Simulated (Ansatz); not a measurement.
Computed with DFT PBE, scalar-relativistic, plane waves, PAW (Ansatz). All cells share a 420 eV cutoff and Γ-centred k meshes spaced at most about 0.3 Å⁻¹ (about 0.25 or finer for metals, 2π included). No spin polarisation.

All energies are static (0 K, no zero-point motion).

Compare these two cells of Sn4Se, each relaxed at this level.

A.

```
CELL_PARAMETERS angstrom
5.54685 0.00000 0.00000
0.00000 5.54685 0.00000
0.00000 0.00000 5.54685
ATOMIC_POSITIONS crystal
Sn 0.50000 0.00000 0.00000
Sn 0.00000 0.50000 0.00000
Sn 0.00000 0.00000 0.50000
Sn 0.50000 0.50000 0.50000
Se 0.00000 0.00000 0.00000
```

B.

```
CELL_PARAMETERS angstrom
-3.40210 3.40210 3.40210
3.40210 -3.40210 3.40210
3.40210 3.40210 -3.40210
ATOMIC_POSITIONS crystal
Sn 0.00000 0.00000 0.50000
Sn 0.00000 0.50000 0.00000
Sn 0.50000 0.00000 0.00000
Sn 0.50000 0.50000 0.50000
Se 0.00000 0.00000 0.00000
```

**Question.** Which is lower in energy, and by how much?

**Answer.** B is lower, by 157 meV/atom. A has space group Pm-3m (No. 221), 34.1 Å³/atom and no gap on its mesh; B has space group Im-3m (No. 229), 31.5 Å³/atom and no gap. Counting Sn atoms around Se (those within 1.25 times the shortest such distance or 1.15 times the sum of covalent radii), A has Se 6 and B has Se 8. The denser one is the lower, and pressure would at first widen the difference. Even the lower one lies +0.18 eV/atom against the reference forms of the elements (uncorrected), so neither is stable at this level. In A, Sn on a site of symmetry 4/mmm has 2 Se at 2.77 Å and 12 Sn at 3.92 Å; around Sn on a site of symmetry m-3m lie 12 Sn at 3.92 Å (long contacts); around Se lie 6 Sn at 2.77 Å. In B, around Sn lie 2 Se at 2.95 Å and 6 Sn at 3.40 Å; Se is surrounded by 8 Sn at 2.95 Å. Both come from invented guesses. The lowest form computed isn't among them: it has space group Fd-3m (No. 227), 31.9 Å³/atom and lies 18 meV/atom below the best shown.

Cells relaxed within their symmetry can be saddle points. Some structure types and database cells were kept out of the candidates from the start, so a known form may be missing.
